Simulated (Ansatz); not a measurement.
Ni, one cell by several methods

```xyz
2
Lattice="2.4480 0.0000 0.0000 -1.2240 2.1201 0.0000 0.0000 0.0000 4.0728" Properties=species:S:1:pos:R:3 pbc="T T T"
Ni    0.0000    1.4134    1.0182
Ni    1.2240    0.7067    3.0546
```

Atoms are numbered in the order listed.

Structure from Materials Project entry mp-10257 (possibly hypothetical), not relaxed further.

Other magnetic orders may lie lower; this is the state that the run reached.

Levels of theory: DFT, LDA, PAW with Ansatz's default frozen-core files, scalar-relativistic (Ansatz 0.2.0); DFT, LDA, all-electron PAW with datasets made for the crystal, scalar-relativistic (Ansatz 0.2.0); DFT, LDA, all-electron LAPW, scalar-relativistic (Ansatz 0.2.0).

For PAW: a Γ-centred 15×15×8 k mesh, Fermi–Dirac smearing of 0.08 eV, cutoff 420 eV, spin-polarised from start moments Ni1 1.5, Ni2 1.5 μB; the PAW files were made with PBE, and the program remakes their frozen cores for this functional. The crystal-made all-electron datasets (AE datasets) take a cutoff of 340 eV at this cell. LAPW targets a basis error of 1 meV/atom. The Ansatz runs share mesh, smearing and spin set-up. Plane-wave (PAW) pressures include the program's estimate of the Pulay term.

Stress and pressure are positive in compression.

```json
{"quantity": "pressure (GPa)", "PAW": "-10.69", "AE datasets": "-10.77", "LAPW": "-10.77"}
{"quantity": "stress xx (GPa)", "PAW": "-9.55", "AE datasets": "-9.64", "LAPW": "-9.63"}
{"quantity": "stress zz (GPa)", "PAW": "-12.99", "AE datasets": "-13.04", "LAPW": "-13.05"}
{"quantity": "moment of the cell (μB)", "PAW": "1.254", "AE datasets": "1.253", "LAPW": "1.254"}
```

PAW's pressure differs from the LAPW value by +0.08 GPa.
